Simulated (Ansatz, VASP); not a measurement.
# NiO: programs and potentials compared

```
Ni O
1.0
     0.00000    2.08590    2.08590
     2.08590    0.00000    2.08590
     2.08590    2.08590    0.00000
Ni O
1 1
Cartesian
  -0.0192 0.0080 0.0190
  2.0725 2.1154 2.1003
```

Alike in all runs: task single point; functional PBE; k mesh 11 × 11 × 11; occupations fermi-dirac, width 0.1 eV; collinear spin, ferromagnetic start; no spin-orbit coupling. Pressure is positive in compression and, in plane waves, holds the error of the finite cutoff, which Ansatz's Pulay term estimates and takes out.

| program and potentials | plane-wave cutoff (eV) | notes | pressure (GPa) | net moment per atom (μB) | largest force (eV/Å) |
| --- | --- | --- | --- | --- | --- |
| Ansatz, Ansatz PAW | 420 | 12 valence electrons an atom on average; Pulay term of +0.74 GPa included | 5.34 | 0.83 | 0.067 |
| VASP, PBE PAW files Ni_pv, O, 520 eV | 520 | 11 valence electrons an atom on average | 3.87 | 0.83 | 0.070 |
| Ansatz, all-electron LAPW, scalar-relativistic | - | - | 5.86 | 0.86 | 0.063 |

Force on atom 2 (O), eV/Å:

```json
{"program and potentials": "Ansatz, Ansatz PAW", "x": "-0.017", "y": "-0.063", "z": "0.013"}
{"program and potentials": "VASP, PBE PAW files Ni_pv, O, 520 eV", "x": "-0.018", "y": "-0.067", "z": "0.014"}
{"program and potentials": "Ansatz, all-electron LAPW, scalar-relativistic", "x": "-0.016", "y": "-0.060", "z": "0.013"}
```

The pressure spans 3.87 (VASP, PBE PAW files Ni_pv, O, 520 eV) to 5.86 GPa (Ansatz, all-electron LAPW, scalar-relativistic), with all-electron results at 5.86. The net moment per atom spans 0.83 (VASP, PBE PAW files Ni_pv, O, 520 eV) to 0.86 μB (Ansatz, all-electron LAPW, scalar-relativistic), with all-electron results at 0.86. The state is the one that the start led to, which needn't be the lowest.

Differences between rows come from potentials, basis sets and numerical settings, since the functional is the same but for its coding. Runs on potential files found faulty are left out.
